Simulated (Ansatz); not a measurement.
## Pd(111) with 4 layers of random Pd-Nb, 2x2: scattering by chemical disorder

Aim: the residual resistivity of a random alloy, from Pd(111) with 4 layers of random Pd-Nb, 2x2 and longer regions.

Method: Ansatz plane-wave DFT, PBE, PAW files; ballistic transport by layer matching (Landauer), zero bias; PAW set soft_1, in Ansatz 0.2.0.

**1. The starting structure**

The cell holds 40 atoms: 38 Pd and 2 Nb. Its edges and angles: a = 5.501 Å, b = 5.501 Å, c = 22.514 Å, α = 93.5°, β = 86.5°, γ = 120.0°. It derives from Pd. Regions: lead, 24 atoms (24 Pd); scattering region, 16 atoms (14 Pd and 2 Nb). The structure is stacked along c, and the current runs across the ab planes.

**2. With 4 alloy layers**

In 4 layers a share of 0.125 of the sites is given to Nb at random. The layers about the cell's end stay perfect and serve as the lead. Energies from -0.05 to 0.05 eV in steps of 0.05 eV are too few for the program's thermal sum, so it prints no conductance; for a metal the transmission near the Fermi level serves, at a fraction of the cost.

File input.yaml:

```yaml
crystal:
  lattice:
    - [5.5010079149, 0.0, 0.0]
    - [-2.7505039575, 4.7640126007, 0.0]
    - [1.3752519787, -0.7940021001, 22.4577707709]
  atoms:
    - { symbol: Pd, position: [0.9916666667, 0.0083333333, 0.05] }
    - { symbol: Pd, position: [0.9916666667, 0.5083333333, 0.05] }
    - { symbol: Pd, position: [0.4916666667, 0.0083333333, 0.05] }
    - { symbol: Pd, position: [0.4916666667, 0.5083333333, 0.05] }
    - { symbol: Pd, position: [0.1416666667, 0.3583333333, 0.15] }
    - { symbol: Pd, position: [0.1416666667, 0.8583333333, 0.15] }
    - { symbol: Pd, position: [0.6416666667, 0.3583333333, 0.15] }
    - { symbol: Pd, position: [0.6416666667, 0.8583333333, 0.15] }
    - { symbol: Pd, position: [0.2916666667, 0.2083333333, 0.25] }
    - { symbol: Pd, position: [0.2916666667, 0.7083333333, 0.25] }
    - { symbol: Pd, position: [0.7916666667, 0.2083333333, 0.25] }
    - { symbol: Pd, position: [0.7916666667, 0.7083333333, 0.25] }
    - { symbol: Pd, position: [0.9416666667, 0.0583333333, 0.35] }
    - { symbol: Pd, position: [0.9416666667, 0.5583333333, 0.35] }
    - { symbol: Pd, position: [0.4416666667, 0.0583333333, 0.35] }
    - { symbol: Pd, position: [0.4416666667, 0.5583333333, 0.35] }
    - { symbol: Pd, position: [0.0916666667, 0.4083333333, 0.45] }
    - { symbol: Pd, position: [0.0916666667, 0.9083333333, 0.45] }
    - { symbol: Pd, position: [0.5916666667, 0.4083333333, 0.45] }
    - { symbol: Pd, position: [0.5916666667, 0.9083333333, 0.45] }
    - { symbol: Pd, position: [0.2416666667, 0.2583333333, 0.55] }
    - { symbol: Pd, position: [0.2416666667, 0.7583333333, 0.55] }
    - { symbol: Pd, position: [0.7416666667, 0.2583333333, 0.55] }
    - { symbol: Pd, position: [0.7416666667, 0.7583333333, 0.55] }
    - { symbol: Nb, position: [0.8916666667, 0.1083333333, 0.65] }
    - { symbol: Pd, position: [0.8916666667, 0.6083333333, 0.65] }
    - { symbol: Pd, position: [0.3916666667, 0.1083333333, 0.65] }
    - { symbol: Nb, position: [0.3916666667, 0.6083333333, 0.65] }
    - { symbol: Pd, position: [0.0416666667, 0.4583333333, 0.75] }
    - { symbol: Pd, position: [0.0416666667, 0.9583333333, 0.75] }
    - { symbol: Pd, position: [0.5416666667, 0.4583333333, 0.75] }
    - { symbol: Pd, position: [0.5416666667, 0.9583333333, 0.75] }
    - { symbol: Pd, position: [0.1916666667, 0.3083333333, 0.85] }
    - { symbol: Pd, position: [0.1916666667, 0.8083333333, 0.85] }
    - { symbol: Pd, position: [0.6916666667, 0.3083333333, 0.85] }
    - { symbol: Pd, position: [0.6916666667, 0.8083333333, 0.85] }
    - { symbol: Pd, position: [0.8416666667, 0.1583333333, 0.95] }
    - { symbol: Pd, position: [0.8416666667, 0.6583333333, 0.95] }
    - { symbol: Pd, position: [0.3416666667, 0.1583333333, 0.95] }
    - { symbol: Pd, position: [0.3416666667, 0.6583333333, 0.95] }
kpoints:
  mp_grid: { grid: [5, 5, 1] }
hamiltonian:
  xc: pbe
  pseudopotentials: { kind: paw, azcp: { folder: soft_1 } }
scf:
  occupations: { method: fermi_dirac, width: 0.1 }
output:
  transmission:
    leads: [[0, 4]]
    kmesh: [10, 10]
    e_range: [-0.05, 0.05]
    de: 0.05
  write_potential: true
  write_density: true
  volumetric_format: npy
```

Launch:

```sh
ansatz run input.yaml --threads 4 --pin off --max-ram 15360MiB --backend cpu --events-out ev --progress --plain --runs-dir out
```

Numbers of over 12 decimals in the logs are rounded to 6 here.

The program printed:

```text
Engine: ansatz 0.2.0, aarch64-unknown-linux-gnu
Pseudopotentials: kind: paw
Pseudopotential: Pd, paw, valence charge 18, recommended cutoff 420 eV (normal), soft_1/Pd.paw.azcp
Pseudopotential: Nb, paw, valence charge 13, recommended cutoff 420 eV (normal), soft_1/Nb.paw.azcp
Functional definition: PBE
  parameter kappa = 0.804
  parameter beta = 0.066725
  exchange = pbe_x(kappa = kappa, mu = beta*pi^2/3)
  correlation = pbe_c(beta = beta)
Crystal: 40 atoms, lattice volume = 588.548 Å³
Basis set: ecut = 420 eV, 11489 PW (Γ)
Bands: 426, of which v1, the nominal top of the filled ones, is band 355 counted from 1 (354 counted from 0)
Symmetry: 8 space group operations
Space group: P2/m (ITA 10), of the structure as read, at distance tolerance 8.4e-5 Å
k-points: 9 of 25
Non-local potential: Pd, projectors of the file, l = 0: 2, l = 1: 2, l = 2: 2, l = 3: 1
Non-local potential: Nb, projectors of the file, l = 0: 3, l = 1: 2, l = 2: 2, l = 3: 1
PAW form: soft (Blöchl's): semilocal exchange-correlation on the pseudo side does not see the compensation charge
PAW one-centre angular grid: Pd, 590 points (default); XC on 64 Gauss nodes
PAW one-centre angular grid: Nb, 590 points (default); XC on 64 Gauss nodes
Initial density: superposition of atomic densities (chi_scale 0.1, normalization cell, long waves of neutral atoms (reshape's long-wave potential 3.85 eV rms, cloud 3.03 Å wide))
Initial wavefunctions: pseudopotential atomic-orbital guess
Functional: x = pbe(κ = 0.804, μ = 0.219515), c = pbe(β = 0.066725)
SCF iter   1: F=—  HF=-274154.748694 eV  |F-HF|=—  |Δ(HF+E_count)|=         —  Δρ=2.30e-1  dr2=1.95e3  ethr=3.10e-3  ⟨swp⟩=5.0  Hψ=13395  notcnv=0  defer=115
preconditioner: auto → Kerker (q_TF=auto, 2.815 Å⁻¹)  [metal: Δε(μ)=0.014 eV  Ē_g=7.631 eV  σ=0.100 eV  W_gap=0.04  n_scr=240 (ndim 8)  ℏωp=30.2 eV  f_vac=0.000  D(μ)=69.48/eV (n_scr^D=956)]
SCF iter   2: F=—  HF=-274090.842711 eV  |F-HF|=—  |Δ(HF+E_count)|=    6.39e1  Δρ=8.73e-2  dr2=2.91e2  ethr=3.10e-3  ⟨swp⟩=2.8  Hψ=7590  notcnv=0  defer=298
SCF iter   3: F=—  HF=-274079.012906 eV  |F-HF|=—  |Δ(HF+E_count)|=    1.18e1  Δρ=2.30e-2  dr2=1.28e1  ethr=3.10e-3  ⟨swp⟩=2.0  Hψ=6488  notcnv=0  defer=325
SCF iter   4: F=—  HF=-274078.609314 eV  |F-HF|=—  |Δ(HF+E_count)|=   4.04e-1  Δρ=7.14e-3  dr2=9.70e-1  ethr=1.81e-3  ⟨swp⟩=2.0  Hψ=4569  notcnv=0  defer=348
SCF iter   5: F=—  HF=-274078.531767 eV  |F-HF|=—  |Δ(HF+E_count)|=   7.75e-2  Δρ=2.59e-3  dr2=1.90e-1  ethr=1.37e-4  ⟨swp⟩=2.0  Hψ=5531  notcnv=0  defer=353
SCF iter   6: F=—  HF=-274078.517930 eV  |F-HF|=—  |Δ(HF+E_count)|=   1.38e-2  Δρ=7.51e-4  dr2=1.87e-2  ethr=2.68e-5  ⟨swp⟩=2.0  Hψ=5032  notcnv=0  defer=353
SCF iter   7: F=—  HF=-274078.517288 eV  |F-HF|=—  |Δ(HF+E_count)|=   6.42e-4  Δρ=2.81e-4  dr2=2.61e-3  ethr=2.63e-6  ⟨swp⟩=1.0  Hψ=3474  notcnv=0  defer=353
SCF iter   8: F=—  HF=-274078.517214 eV  |F-HF|=—  |Δ(HF+E_count)|=   7.45e-5  Δρ=1.03e-4  dr2=1.50e-4  ethr=3.68e-7  ⟨swp⟩=1.0  Hψ=3474  notcnv=0  defer=353
SCF iter   9: F=—  HF=-274078.517129 eV  |F-HF|=—  |Δ(HF+E_count)|=   8.46e-5  Δρ=3.21e-5  dr2=1.54e-5  ethr=2.12e-8  ⟨swp⟩=2.2  Hψ=5245  notcnv=0  defer=353
SCF iter  10: F=—  HF=-274078.517256 eV  |F-HF|=—  |Δ(HF+E_count)|=   1.27e-4  Δρ=1.10e-5  dr2=3.10e-6  ethr=2.17e-9  ⟨swp⟩=2.0  Hψ=4563  notcnv=0  defer=360
SCF iter  11: F=—  HF=-274078.517256 eV  |F-HF|=—  |Δ(HF+E_count)|=   1.10e-7  Δρ=3.16e-6  dr2=2.17e-7  ethr=4.36e-10  ⟨swp⟩=1.1  Hψ=3539  notcnv=0  defer=360
SCF iter  12: F=-274078.517256 eV  HF=-274078.517256 eV  |F-HF|=7.19e-8  |Δ(HF+E_count)|=   7.10e-9  Δρ=1.23e-6  dr2=7.43e-8  ethr=1.41e-11  ⟨swp⟩=8.8  Hψ=12014  notcnv=0
SCF 1 converged in 12 iterations: F = -274078.517256 eV  dr2 = 7.43e-8
  greatest PAW one-centre occupation: 0.999 electrons in one spin orbital (limit 2), on the Pd atom at site 34 (counted from 0), in its partial waves of l = 0
transmission: 112 of 1085 steps passed
transmission: 220 of 1085 steps passed
[...]
transmission: 1085 of 1085 steps passed
SCF converged after 12 iterations
Free energy (F): -274078.517256 eV
Harris-Foulkes:  -274078.517256 eV  (|F-HF|=7.19e-8)
Internal energy: -274076.580583 eV  (E = F + TS)
E sigma→0 (E₀):  -274077.548919 eV
Entropy (-TS):   -1.936672 eV (-48.417 meV/atom)
Fermi energy:    19.996921 eV
--- Per-component energies (eV) ---
  E_band       = -5255.885661
  E_kinetic    = 17817.180775
  E_local      = -72035.452348  (includes V_loc(G=0)·N_el)
  E_nonlocal   = 14266.366443
  E_hartree    = 29108.259747
  E_xc         = -5610.713274
  E_vxc        = -7079.535752  (∫ρ·V_xc dr)
  E_paw        = -150972.716291  (= ΣΔE_a)
  E_vpaw       = -16440.966923  (= ΣTr[D̂ρ^β])
  E_aug_tail   = 0.009185  (compensation charges beyond the density's cutoff)
  E_ewald      = -106649.514821
  E_smearing   = -1.936672  (= −TS)
  E_closure    = -0.000000  (closes the sum)
  Σ components = -274078.517256   (vs F -274078.517256, Δ=0.00e0)
--- Band table (eV; the first three rows and the last of 9) ---
  k-point 0: bands = [... 351 lower, 20.0787, 20.0873, 20.0934, 20.1232, 20.1426, 20.1461, 20.2155, 20.2182, ... 67 higher]
  k-point 1: bands = [... 351 lower, 19.8985, 19.8991, 19.9336, 20.0145, 20.0491, 20.0744, 20.1358, 20.1900, ... 67 higher]
  k-point 2: bands = [... 351 lower, 19.9203, 19.9347, 19.9447, 19.9922, 19.9980, 20.0373, 20.0594, 20.1098, ... 67 higher]
  k-point 8: bands = [... 351 lower, 19.8582, 19.8873, 19.9241, 19.9280, 19.9566, 19.9719, 19.9903, 19.9997, ... 67 higher]
--- Transmission ---
  basis      : 235 plane waves across, 35 finite elements along
  points     : 31, standing for a mesh of 10 x 10
  energies   : 3 from -0.050000 to 0.050000 eV about the Fermi level, 0.050000 eV apart; the leads are filled to 0.000000 eV, and channels, transmission and decay are at 0.000000 eV
  crystal 0  : Pd4, at the sites [0, 4], period 2.2458 Å, over 20.21 Å; its Hamiltonian steps by up to 9.6 meV
    offset         : up to 0.0000 Å between an atom of the period and one for which it stands
    channels       : 5.230000e0 a spin
    conductance    : none, the energies end too early or step too widely for 300 K: set another output.transmission.e_range or a lower de, or, where they end at an eighth of basis.ecutwfc, a higher one
  junction   : crystal 0 to crystal 0, 3.79 to 24.01 Å
    transmission   : 1.704853e0 a spin
    conductance    : none, the energies end too early or step too widely for 300 K: set another output.transmission.e_range or a lower de, or, where they end at an eighth of basis.ecutwfc, a higher one
```

Wall time 4.1 min (4 threads of Arm Neoverse V2, shared host); peak memory 4.6 GiB; 16 min of CPU time.

Numbers from this step:

```
free energy                                    : -274078.5173 eV
energy at zero smearing                        : -274077.5489 eV
Fermi energy                                   : 20.00 eV
cell area                                      : 26.21 Å²
transmission per spin nearest the Fermi level  : 1.705
open channels per spin nearest the Fermi level : 5.23
step of the lead's potential                   : 9.6 meV
```

Per spin. Table of transmission, zone mean by energy, zero at the Fermi level:

```
energy (eV)  transmission, zone mean
    -0.0500                     1.86
     0.0000                     1.70
     0.0500                     1.58
```

Per spin. Table of open channels, zone mean, lead by energy, zero at the Fermi level:

```
energy (eV)  open channels, zone mean, lead
    -0.0500                            6.05
     0.0000                            5.23
     0.0500                            4.39
```

Transmission over k1 and k2. At 0.0000 eV from the Fermi level.

Ten even steps from '0' (0.97) to '9' (2.62):
```
0122897501
0284576610
4243247065
8852130767
8974333479
8767031258
4560742342
0016675482
0105798221
3004888400
```
Columns: k1 (b1) from -0.5 to 0.4; rows upwards: k2 (b2) from -0.5 to 0.4.

Open channels over k1 and k2. At 0.0000 eV from the Fermi level.

Values, 10 rows by 10 columns:
```
 5.0  8.0  6.0  5.0  6.0  8.0  5.0  4.0  3.0  4.0
 4.0  6.0  5.0  5.0  5.0  5.0  6.0  4.0  3.0  3.0
 4.0  5.0  5.0  5.0  4.0  5.0  5.0  5.0  4.0  4.0
 5.0  6.0  5.0  4.0  7.0  7.0  4.0  5.0  6.0  5.0
10.0  8.0  5.0  5.0  7.0  7.0  7.0  5.0  5.0  8.0
 5.0  5.0  6.0  5.0  4.0  7.0  7.0  4.0  5.0  6.0
 4.0  4.0  4.0  5.0  5.0  5.0  4.0  5.0  5.0  5.0
 4.0  3.0  3.0  4.0  6.0  5.0  5.0  5.0  5.0  6.0
 5.0  4.0  3.0  4.0  5.0  8.0  6.0  5.0  6.0  8.0
10.0  5.0  4.0  4.0  5.0 10.0  5.0  4.0  4.0  5.0
```
Columns: k1 (b1) from -0.5 to 0.4; rows upwards: k2 (b2) from -0.5 to 0.4.

Over the solved energies the transmission per spin lies between 1.58 and 1.86, out of 5.22 channels of the lead on average (up to 6.05).

**3. With 8 alloy layers**

In 8 layers a share of 0.125 of the sites is given to Nb at random. A fresh draw is used; the growth of the resistance with length is what counts.

System of this step: Pd(111) with 8 layers of random Pd-Nb, 2x2. The cell holds 56 atoms: 52 Pd and 4 Nb. Cell: a = 5.501 Å, b = 5.501 Å, c = 31.481 Å, α = 87.5°, β = 92.5°, γ = 120.0°. It derives from Pd. Regions: lead, 24 atoms (24 Pd); scattering region, 32 atoms (28 Pd and 4 Nb). The structure is stacked along c, and the current runs across the ab planes.

File input.yaml:

```yaml
crystal:
  lattice:
    - [5.5010079149, 0.0, 0.0]
    - [-2.7505039575, 4.7640126007, 0.0]
    - [-1.3752519787, 0.7940021001, 31.4408790793]
  atoms:
    - { symbol: Pd, position: [0.005952381, 0.994047619, 0.0357142857] }
    - { symbol: Pd, position: [0.005952381, 0.494047619, 0.0357142857] }
    - { symbol: Pd, position: [0.505952381, 0.994047619, 0.0357142857] }
    - { symbol: Pd, position: [0.505952381, 0.494047619, 0.0357142857] }
    - { symbol: Pd, position: [0.1845238095, 0.3154761905, 0.1071428571] }
    - { symbol: Pd, position: [0.1845238095, 0.8154761905, 0.1071428571] }
    - { symbol: Pd, position: [0.6845238095, 0.3154761905, 0.1071428571] }
    - { symbol: Pd, position: [0.6845238095, 0.8154761905, 0.1071428571] }
    - { symbol: Pd, position: [0.3630952381, 0.1369047619, 0.1785714286] }
    - { symbol: Pd, position: [0.3630952381, 0.6369047619, 0.1785714286] }
    - { symbol: Pd, position: [0.8630952381, 0.1369047619, 0.1785714286] }
    - { symbol: Pd, position: [0.8630952381, 0.6369047619, 0.1785714286] }
    - { symbol: Pd, position: [0.0416666667, 0.9583333333, 0.25] }
    - { symbol: Pd, position: [0.0416666667, 0.4583333333, 0.25] }
    - { symbol: Nb, position: [0.5416666667, 0.9583333333, 0.25] }
    - { symbol: Pd, position: [0.5416666667, 0.4583333333, 0.25] }
    - { symbol: Pd, position: [0.2202380952, 0.2797619048, 0.3214285714] }
    - { symbol: Pd, position: [0.2202380952, 0.7797619048, 0.3214285714] }
    - { symbol: Pd, position: [0.7202380952, 0.2797619048, 0.3214285714] }
    - { symbol: Pd, position: [0.7202380952, 0.7797619048, 0.3214285714] }
    - { symbol: Pd, position: [0.3988095238, 0.1011904762, 0.3928571429] }
    - { symbol: Pd, position: [0.3988095238, 0.6011904762, 0.3928571429] }
    - { symbol: Pd, position: [0.8988095238, 0.1011904762, 0.3928571429] }
    - { symbol: Pd, position: [0.8988095238, 0.6011904762, 0.3928571429] }
    - { symbol: Pd, position: [0.0773809524, 0.9226190476, 0.4642857143] }
    - { symbol: Pd, position: [0.0773809524, 0.4226190476, 0.4642857143] }
    - { symbol: Pd, position: [0.5773809524, 0.9226190476, 0.4642857143] }
    - { symbol: Pd, position: [0.5773809524, 0.4226190476, 0.4642857143] }
    - { symbol: Nb, position: [0.255952381, 0.244047619, 0.5357142857] }
    - { symbol: Pd, position: [0.255952381, 0.744047619, 0.5357142857] }
    - { symbol: Pd, position: [0.755952381, 0.244047619, 0.5357142857] }
    - { symbol: Pd, position: [0.755952381, 0.744047619, 0.5357142857] }
    - { symbol: Pd, position: [0.4345238095, 0.0654761905, 0.6071428571] }
    - { symbol: Pd, position: [0.4345238095, 0.5654761905, 0.6071428571] }
    - { symbol: Pd, position: [0.9345238095, 0.0654761905, 0.6071428571] }
    - { symbol: Pd, position: [0.9345238095, 0.5654761905, 0.6071428571] }
    - { symbol: Pd, position: [0.1130952381, 0.8869047619, 0.6785714286] }
    - { symbol: Pd, position: [0.1130952381, 0.3869047619, 0.6785714286] }
    - { symbol: Nb, position: [0.6130952381, 0.8869047619, 0.6785714286] }
    - { symbol: Pd, position: [0.6130952381, 0.3869047619, 0.6785714286] }
    - { symbol: Pd, position: [0.2916666667, 0.2083333333, 0.75] }
    - { symbol: Pd, position: [0.2916666667, 0.7083333333, 0.75] }
    - { symbol: Pd, position: [0.7916666667, 0.2083333333, 0.75] }
    - { symbol: Nb, position: [0.7916666667, 0.7083333333, 0.75] }
    - { symbol: Pd, position: [0.4702380952, 0.0297619048, 0.8214285714] }
    - { symbol: Pd, position: [0.4702380952, 0.5297619048, 0.8214285714] }
    - { symbol: Pd, position: [0.9702380952, 0.0297619048, 0.8214285714] }
    - { symbol: Pd, position: [0.9702380952, 0.5297619048, 0.8214285714] }
    - { symbol: Pd, position: [0.1488095238, 0.8511904762, 0.8928571429] }
    - { symbol: Pd, position: [0.1488095238, 0.3511904762, 0.8928571429] }
    - { symbol: Pd, position: [0.6488095238, 0.8511904762, 0.8928571429] }
    - { symbol: Pd, position: [0.6488095238, 0.3511904762, 0.8928571429] }
    - { symbol: Pd, position: [0.3273809524, 0.1726190476, 0.9642857143] }
    - { symbol: Pd, position: [0.3273809524, 0.6726190476, 0.9642857143] }
    - { symbol: Pd, position: [0.8273809524, 0.1726190476, 0.9642857143] }
    - { symbol: Pd, position: [0.8273809524, 0.6726190476, 0.9642857143] }
kpoints:
  mp_grid: { grid: [5, 5, 1] }
hamiltonian:
  xc: pbe
  pseudopotentials: { kind: paw, azcp: { folder: soft_1 } }
scf:
  occupations: { method: fermi_dirac, width: 0.1 }
output:
  transmission:
    leads: [[0, 4]]
    kmesh: [10, 10]
    e_range: [-0.05, 0.05]
    de: 0.05
  write_potential: true
  write_density: true
  volumetric_format: npy
```

The program printed:

```text
[...]
Crystal: 56 atoms, lattice volume = 823.967 Å³
Basis set: ecut = 420 eV, 16079 PW (Γ)
Bands: 593, of which v1, the nominal top of the filled ones, is band 494 counted from 1 (493 counted from 0)
Symmetry: 2 space group operations
[...]
k-points: 9 of 25 (time reversal used)
[...]
SCF iter   1: F=—  HF=-380914.440471 eV  |F-HF|=—  |Δ(HF+E_count)|=         —  Δρ=2.42e-1  dr2=2.71e3  ethr=3.10e-3  ⟨swp⟩=5.1  Hψ=16616  notcnv=0  defer=169
[...]
SCF iter  13: F=-380807.822468 eV  HF=-380807.822468 eV  |F-HF|=2.61e-8  |Δ(HF+E_count)|=   2.91e-9  Δρ=5.78e-7  dr2=2.74e-8  ethr=1.01e-11  ⟨swp⟩=1.0  Hψ=10214  notcnv=0
SCF 1 converged in 13 iterations: F = -380807.822468 eV  dr2 = 2.74e-8
[...]
transmission: 158 of 1550 steps passed
transmission: 310 of 1550 steps passed
[...]
transmission: 1550 of 1550 steps passed
SCF converged after 13 iterations
Free energy (F): -380807.822468 eV
[...]
Internal energy: -380805.511815 eV  (E = F + TS)
E sigma→0 (E₀):  -380806.667142 eV
Entropy (-TS):   -2.310653 eV (-41.262 meV/atom)
Fermi energy:    20.156784 eV
[...]
--- Band table (eV; the first three rows and the last of 9) ---
  k-point 0: bands = [... 490 lower, 20.2574, 20.2581, 20.2721, 20.2732, 20.2834, 20.3465, 20.3485, 20.3598, ... 95 higher]
  k-point 1: bands = [... 490 lower, 20.1128, 20.1246, 20.1784, 20.2134, 20.2287, 20.2525, 20.2862, 20.3220, ... 95 higher]
  k-point 2: bands = [... 490 lower, 20.0348, 20.0576, 20.0771, 20.0911, 20.1096, 20.1188, 20.1367, 20.1948, ... 95 higher]
  k-point 8: bands = [... 490 lower, 20.0542, 20.0595, 20.0691, 20.0919, 20.1140, 20.1233, 20.1328, 20.2170, ... 95 higher]
--- Transmission ---
  basis      : 235 plane waves across, 50 finite elements along
  points     : 31, standing for a mesh of 10 x 10
[...]
channels       : 5.290000e0 a spin
[...]
junction   : crystal 0 to crystal 0, 0.70 to 29.89 Å
    transmission   : 1.337878e0 a spin
[...]
```

Elapsed: 11 min, on 4 threads; peak memory 8.4 GiB; 43 min of CPU time.

This step gave:

* free energy: -380807.8225 eV
* energy at zero smearing: -380806.6671 eV
* Fermi energy: 20.16 eV
* transmission per spin nearest the Fermi level: 1.338
* open channels per spin nearest the Fermi level: 5.29
* step of the lead's potential: 27.8 meV

Per spin. Transmission, zone mean against energy, zero at the Fermi level:

| energy (eV) | transmission, zone mean |
| --- | --- |
| -0.0500 | 1.44 |
| 0.0000 | 1.34 |
| 0.0500 | 1.30 |

Over the solved energies the transmission per spin lies between 1.30 and 1.44, out of 5.57 channels of the lead on average (up to 6.53). The log calls the step of a lead's potential too much.

(Continued in part 2 of 2.)

[Logs are printed without paths, hosts, clocks, repeated set-up lines and the standing remarks that a program may print on its own settings, such as how far it seeks lower states.]

[Hosts, paths, dates, database ids (printed as entryN), source tags and the programs' standing remarks are cut or masked in the printed files.]
